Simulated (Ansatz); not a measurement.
# Calculated records

```xyz
10
Lattice="3.854 0.000 0.000 0.000 5.451 0.000 0.000 0.000 39.200" Properties=species:S:1:pos:R:3 subject="Quasiparticle gap of AlP (zincblende (110) film, 5 layers)" method="G0W0 on LDA, plane waves, PAW; PAW set soft_1 (and 1 further level or step)" program="Ansatz 0.2.0" settings_of_one_run="cutoff 420 eV, 4×2×1 k-mesh, PAW set soft 1, empty bands 661, screening cutoff 50 eV, screening contour deformation, QP bands (v3, c3)" cost="2 runs, 5.3 min in all on 8 threads of Arm Neoverse V1, shared host (the runs of this entry)" notes="Values taken over the cell’s volume include its vacuum. The program’s warnings: slots ram shed. The structure was relaxed with LDA (ions only). Limits: coarse mesh for a sheet. Mesh or cutoff lie under what a gap needs, so these runs test behaviour and cost; their gaps are not to be quoted. In a film the band edges may be surface states, so its gap need not approach the bulk’s. At these cutoffs the gaps of films stand short of the band limit, often by tenths of an eV, while the trend with thickness is less touched. The mesh in the plane is coarse for a sheet; gap and any exciton binding can still move on denser ones." lda_gap="0.94 eV, indirect" g0w0_gap_on_the_mesh="1.68 eV, from k = Γ to k = (-0.500, 0.000, 0.000)" gw_settings="4×2×1 mesh, 661 empty bands, screening to 50 eV, PAW set soft_1 files" known_limits="not at the basis limit; coarse mesh for a sheet"
Al    0.000    0.299   16.211
P     1.927    1.405   15.592
Al    1.927    2.599   17.612
P     0.000    3.961   17.687
Al    0.000   -0.099   19.600
P     1.927    1.287   19.600
Al    1.927    2.599   21.588
P     0.000    3.961   21.513
Al    0.000    0.299   22.989
P     1.927    1.405   23.608
```

[Paths, hosts, dates, memory and timing lines, banners, echoed tables and standing remarks are left out of the program output.]

[Logs are printed without paths, hosts, clocks, repeated set-up lines and the standing remarks that a program may print on its own settings, such as how far it seeks lower states.]

[Runs of the session that timed out or met a known fault of the program may be left out.]

[Cells called generated may have been cut or substituted from an entry of the Crystallography Open Database or the Materials Project.]

[Hosts, paths, dates, database ids (printed as entryN), source tags and the programs' standing remarks are cut or masked in the printed files.]
